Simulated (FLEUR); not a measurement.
Here is a FLEUR MaX-R8.1 (later development tree) calculation.

inp.xml

```xml
<?xml version="1.0" encoding="UTF-8" standalone="no"?>
<fleurInput fleurInputVersion="0.39">
   <comment>
      As                                                                                                  
   </comment>
   <calculationSetup>
      <cutoffs Kmax="4.6" Gmax="14.3" GmaxXC="14.3" numbands="0"/>
      <scfLoop itmax="60" minDistance="0.00001" maxIterBroyd="15" imix="Anderson" alpha="0.05" precondParam="0.0" spinf="2.0" sdNocoIR="T"/>
      <coreElectrons ctail="T" frcor="F" kcrel="0" coretail_lmax="0"/>
      <xcFunctional name="pbe" relativisticCorrections="F"/>
      <magnetism jspins="1"/>
      <soc l_soc="F" theta="0.0" phi="0.0" spav="F"/>
      <expertModes spex="0" secvar="F"/>
      <geometryOptimization l_f="T" forcealpha="1.0" forcemix="BFGS" epsdisp="0.0005" epsforce="0.0002"/>
      <ldaU l_linMix="F" mixParam="0.05" spinf="1.0"/>
   </calculationSetup>
   <cell>
      <bzIntegration valenceElectrons="42.0" mode="hist" fermiSmearingEnergy="0.00183747">
         <kPointListSelection listName="default-1"/>
         <!-- k-points included here -->
         <xi:include xmlns:xi="http://www.w3.org/2001/XInclude" href="kpts.xml"> </xi:include>
      </bzIntegration>
      <!-- symmetry operations included here -->
      <xi:include xmlns:xi="http://www.w3.org/2001/XInclude" href="sym.xml"> </xi:include>
      <bulkLattice scale="1.0">
         <bravaisMatrix>
            <row-1>    3.5541910345400498     2.0520131504382508     6.6406147544706311</row-1>
            <row-2>   -3.5541910345400498     2.0520131504382508     6.6406147544706311</row-2>
            <row-3>    0.0000000000000000    -4.1040263010654741     6.6406147544706311</row-3>
         </bravaisMatrix>
      </bulkLattice>
   </cell>
   <atomSpecies>
      <species name="Arsenic (As)" element="As" atomicNumber="33">
         <mtSphere radius="2.13" gridPoints="725" logIncrement="0.017"/>
         <atomicCutoffs lmax="9" lnonsphr="7"/>
         <electronConfig flipSpins="F">
            <coreConfig>(1s1/2) (2s1/2) (2p1/2) (2p3/2) (3s1/2)</coreConfig>
            <valenceConfig>(3p1/2) (3p3/2) (4s1/2) (3d3/2) (3d5/2) (4p1/2) (4p3/2)</valenceConfig>
            <stateOccupation state="(4p1/2)" spinUp="0.500000" spinDown="0.500000"/>
            <stateOccupation state="(4p3/2)" spinUp="1.000000" spinDown="1.000000"/>
         </electronConfig>
         <energyParameters s="4" p="4" d="3" f="4"/>
         <lo type="SCLO" l="1" n="3" eDeriv="0"/>
         <lo type="SCLO" l="1" n="3" eDeriv="1"/>
         <lo type="HELO" l="2" n="4" eDeriv="0"/>
         <lo type="HELO" l="2" n="4" eDeriv="1"/>
         <lo type="SCLO" l="0" n="4" eDeriv="2"/>
         <lo type="SCLO" l="3" n="4" eDeriv="2"/>
      </species>
   </atomSpecies>
   <atomGroups>
      <atomGroup species="Arsenic (As)">
         <relPos label="                   1">.2260000000 .2260000000 .2260000000</relPos>
         <relPos label="                   2">-.2260000000 -.2260000000 -.2260000000</relPos>
         <force calculate="T" relaxXYZ="TTT"/>
      </atomGroup>
   </atomGroups>
   <output dos="F" band="F" slice="F">
      <checks vchk="F" cdinf="F"/>
      <bandDOS minEnergy="-.5*Htr" maxEnergy="0.5*Htr" sigma="0.015" storeEVData="T"/>
      <vacuumDOS vacdos="F" integ="F" star="F" nstars="0" locx1="0.0" locy1="0.0" locx2="0.0" locy2="0.0" nstm="0" tworkf="0.0"/>
      <unfoldingBand unfoldBand="F" supercellX="1" supercellY="1" supercellZ="1"/>
      <plotting iplot="0" polar="F">
         <plot TwoD="T" vec1="  1.0  0.0  0.0" vec2="  0.0  1.0  0.0" vec3="  0.0  0.0  1.0" zero="  0.0  0.0  0.0" file="plot"/>
      </plotting>
      <chargeDensitySlicing numkpt="0" minEigenval="0.0" maxEigenval="0.0" nnne="0" pallst="F"/>
      <specialOutput eonly="F"/>
      <moessbauerParams electricFieldGradient="T" isomerShift="T" coreHyperfine="T" valenceHyperfine="T"/>
      <magneticCircularDichroism mcd="F" energyLo="-10.0" energyUp="0.0"/>
   </output>
  <!-- We include the file relax.xml here to enable relaxations (see documentation) -->
  <xi:include xmlns:xi="http://www.w3.org/2001/XInclude" href="relax.xml"> <xi:fallback/> </xi:include>
</fleurInput>
```

crystal.txt

```
As
&input cartesian=F /
1.8807968987  1.0858785957  3.5140619945
-1.8807968987  1.0858785957  3.5140619945
0.0000000000  -2.1717571915  3.5140619945
1.8897261246
1.0 1.0 1.0

2
33 0.2260000000  0.2260000000  0.2260000000
33 0.7740000000  0.7740000000  0.7740000000

&kpt div1=9 div2=9 div3=9 gamma=T /
```

Potentials or basis: all-electron, FLAPW.

Run with:

```console
$ inpgen -f crystal.txt -profile fastHighL
$ # inp.xml edited to the form shown
$ fleur_MPI
```

Task: Estimate the largest force.

Result: 0.430 eV/Å.

Task: What does it give for the band gap on the k mesh?

Result: None (metal or under the smearing width).

Forces on the atoms (eV/Å):
```
As   0.000  0.000  0.430
As   0.000  0.000 -0.430
```
